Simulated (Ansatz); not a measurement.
**CsPbCl3: the band gap up the ladder of functionals**

An exercise on one series of results from a longer session: the logs are not shown, and one member is left open.

Code: Ansatz 0.2.0. PAW datasets, plane waves. Computed at 0 K without zero-point motion; spin polarisation is off.

**Starting point**

The cell was relaxed beforehand with r2SCAN.

It is cubic, Pm-3m (No. 221); conventional cell a = 5.677 Å, 36.59 Å³ an atom. Around Cs lie 12 Cl at 4.01 Å; around Pb lie 6 Cl at 2.84 Å; around Cl lie 2 Pb at 2.84 Å and 4 Cs at 4.01 Å.

Structure file:

Space group Pm-3m (No. 221). a = 5.677 Å, b = 5.677 Å, c = 5.677 Å, α = 90.00°, β = 90.00°, γ = 90.00°
| atom | site | symmetry | x | y | z |
| --- | --- | --- | --- | --- | --- |
| Cs | 1a | m-3m | 0.0000 | 0.0000 | 0.0000 |
| Pb | 1b | m-3m | 0.5000 | 0.5000 | 0.5000 |
| Cl | 3c | 4/mm.m | 0.5000 | 0.5000 | 0.0000 |

The first run:

input.yaml

```yaml
crystal:
  lattice:
    - [5.6767292595, 0.0, 0.0]
    - [0.0, 5.6767292595, 0.0]
    - [0.0, 0.0, 5.6767292595]
  atoms:
    - { symbol: Cs, position: [0.0, 0.0, 0.0] }
    - { symbol: Pb, position: [0.5, 0.5, 0.5] }
    - { symbol: Cl, position: [0.5, 0.5, 0.0] }
    - { symbol: Cl, position: [0.0, 0.5, 0.5] }
    - { symbol: Cl, position: [0.5, 0.0, 0.5] }
kpoints:
  mp_grid: { grid: [4, 4, 4] }
  band_path:
    path:
      - [[0.0, 0.0, 0.0], [1.320589469929e-51, 0.5, -3.756816419212e-69], [0.5, 0.5, -3.392675352926e-35], [0.0, 0.0, 0.0], [0.5, 0.5, 0.5], [1.320589469929e-51, 0.5, -3.756816419212e-69]]
      - [[0.5, 0.5, 0.5], [0.5, 0.5, -3.392675352926e-35]]
    npoints: 10
hamiltonian:
  xc: pbe
scf:
  occupations: { method: fermi_dirac, width: 0.02 }
  n_extra_bands: 5
output:
  forces: true
  stress: true
  eigenvalues: true
```

On the command line:

```sh
$ ansatz run input.yaml --threads 2 --pin off --max-ram 29491MiB --backend cpu --events-out ev --progress --plain --runs-dir out
```

Steps of the session up to this table: PBE bands along the symmetry lines; Single point with r2SCAN; HSE06 at the same geometry; PBE+SOC at the same geometry; PBE0 at the same geometry; LDA; Single point with DDH-PBE0; Single point with r2SCAN0.

One of the session's tables, all rows but one given; the rest of the session is left out.

```
   level  gap (eV)
     PBE      2.09
  r2SCAN         ?
   HSE06      2.79
 PBE+SOC      0.86
    PBE0      3.44
     LDA      1.89
DDH-PBE0      3.51
 r2SCAN0      3.70
```

Q: Estimate the row for r2SCAN from the others.

The run gave: gap (eV): 2.46. In the column «gap (eV)» it lies between PBE (2.09) and HSE06 (2.79).

Against HSE06, PBE is short by 0.70 eV, at 75 % of it, and r2SCAN 88 %. PBE0 lies 0.65 eV above HSE06, which differs from it by screening the long-range exchange.

To keep in mind: Warnings in the runs' records: stress scf threshold loose, stress exchange threshold loose.
